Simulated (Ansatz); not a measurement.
# Structure relaxation of V

Theory: DFT PBEsol, scalar-relativistic, plane waves, PAW (Ansatz 0.2.0). Cutoff 420 eV, Γ-centred k mesh, Gaussian smearing, no spin polarisation in the final step.

The start puts V on the trigonal selenium structure type (P3_121, No. 152), at a guessed volume.

```
V
1.0
     3.50893    0.00000    0.00000
    -1.75447    3.03882    0.00000
     0.00000    0.00000    3.98100
V
3
Direct
  0.22540 0.00000 0.33333
  0.00000 0.22540 0.66667
  0.77460 0.77460 0.00000
```

Cell and atoms relax at zero pressure; the relaxation can't lower the symmetry of the start. After a coarse first stage the cell is made exact in the group found at 0.06 Å.

Q: Describe the relaxed structure.

A: It ends in Im-3m (No. 229). The result has the bcc structure. Conventional cell: a = 2.959 Å. V has 8 V at 2.56 Å and 6 V at 2.96 Å.

Space group Im-3m (No. 229). a = 2.959 Å, b = 2.959 Å, c = 2.959 Å, α = 90.00°, β = 90.00°, γ = 90.00°
| atom | site | symmetry | x | y | z |
| --- | --- | --- | --- | --- | --- |
| V | 2a | m-3m | 0.0000 | 0.0000 | 0.0000 |

Q: What are its volume, density and gap?

A: The volume per atom is 12.95 Å³ and the density is 6.53 g/cm³. The gap on the 27×27×27 mesh is 0 eV (a metal).

The final run used a 27×27×27 mesh on its 1-atom cell and 0.10 eV smearing. A structure relaxed within its symmetry needn't be a true minimum.